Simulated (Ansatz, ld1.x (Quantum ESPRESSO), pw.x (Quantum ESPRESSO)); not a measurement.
**lead: does the RRKJ potential hold in the solid?**

Pb, norm-conserving RRKJ (Kleinman–Bylander form), made with ld1.x (Quantum ESPRESSO) 7.5 (PBE, scalar-relativistic). Core [Xe] 4f14, reference 5d10 6s2 6p1 (charge +1). Waves: 6s (bound): rc 1.85 bohr; 5d (bound): rc 1.40 bohr; 6p (bound): rc 2.15 bohr. Local part: the p channel. Core correction: Bessel-smoothed model core, default radius (core density twice the valence density). rho0 = 0.02.

Atomic tests: cutoffs needed: 80 Ry and 140 Ry (the cutoffs (Ry, on a coarse ladder) from which the occupation-weighted sum of valence levels, in a spherical-Bessel basis at the reference potential, stays within 10 and 1 mRy of its value at 400 Ry); ghost test: no extra level below or beside the all-electron valence levels (s, d, p, f tested) (spherical-Bessel basis up to 400 Ry, 20 bohr box); largest excitation error: -249 meV (all-electron minus pseudo) for 5d9 6s2 6p3, out of 7 test configurations.

Crystal test: bcc Pb in pw.x 7.5, no spin, 12³ k-points, Fermi–Dirac smearing 0.01 Ry, cutoffs 170/680 Ry. The reference is all-electron LAPW (Ansatz 0.2.0) with the same functional, mesh and smearing; V0 and B0 come from Birch–Murnaghan fits to the pressures at five volumes. Errors are pseudo minus all-electron; Δ is the rms difference of the E(V) curves that follow from these fits, minima aligned, over ±6 % about the mean V0. Mesh and smearing are coarse, so the numbers serve the comparison and aren't converged zero-temperature values; the lattice is a test structure that the element need not adopt.

```tsv
V (Å³/atom)	P all-electron (GPa)	P pseudo (GPa)
30.435	2.24	3.50
31.236	1.06	2.17
32.037	0.03	1.02
32.838	-0.86	0.02
33.639	-1.64	-0.86
```

All-electron: a0 = 4.003 Å (V0 = 32.06 Å³/atom), B0 = 38.1 GPa.

Pseudopotential: mean pressure error (GPa): +1.01; a0 (Å): 4.035; a0 error (%): +0.82; B0 error (%): +0.5; Δ (meV/atom): 6.7. This is a poor potential for the solid.

Problem. At the middle volume, how do free energy and pressure move when the wave cutoff is lowered (ecutrho kept at four times it)?

Solution.

| cutoff (Ry) | shift of F (meV/atom) | shift of P (GPa) |
| --- | --- | --- |
| 76 | +162.6 | -4.55 |
| 102 | +17.6 | -0.01 |
| 136 | +3.1 | -0.16 |

The run at the middle volume (72 k-points, 8 iterations) took about 86 s on one core of a shared host (Neoverse-V2, 32 threads, 247 GiB, load 14).
